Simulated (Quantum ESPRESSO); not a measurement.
Input of a Quantum ESPRESSO 7.5 run:

pw.in

```
&CONTROL
  calculation = 'scf'
  prefix = 'pwscf'
  outdir = './tmp'
  pseudo_dir = './pseudo'
  tprnfor = .true.
  tstress = .true.
  disk_io = 'nowf'
/
&SYSTEM
  ibrav = 0
  nat = 3
  ntyp = 2
  ecutwfc = 60
  ecutrho = 440
  nbnd = 15
  occupations = 'smearing'
  smearing = 'fd'
  degauss = 0.00367493
/
&ELECTRONS
  conv_thr = 6d-10
  electron_maxstep = 120
  mixing_beta = 0.5
/
ATOMIC_SPECIES
Hf   178.4900 Hf-sp.oncvpsp.upf
B     10.8100 b_pbe_v1.4.uspp.F.UPF
CELL_PARAMETERS angstrom
   3.1400000000    0.0000000000    0.0000000000
  -1.5700000000    2.7193197679    0.0000000000
   0.0000000000    0.0000000000    3.4800000000
ATOMIC_POSITIONS crystal
Hf     0.0040700000   -0.0037840000   -0.0029730000
B      0.6735240000    0.3435500000    0.4913070000
B      0.3173900000    0.6751330000    0.4845490000
K_POINTS automatic
10 10 8 0 0 0
```

Potentials or basis: SSSP 1.3 efficiency PBE.

Run with:

```sh
$ OMP_NUM_THREADS=1 pw.x -in pw.in > pw.out
```

(1) Predict the largest force.

(2) What does it give for the pressure?

(3) Predict the band gap on the k mesh.

Answers

(1) 1.319 eV/Å.

(2) 2.5 GPa.

(3) none (metal or under the smearing width).
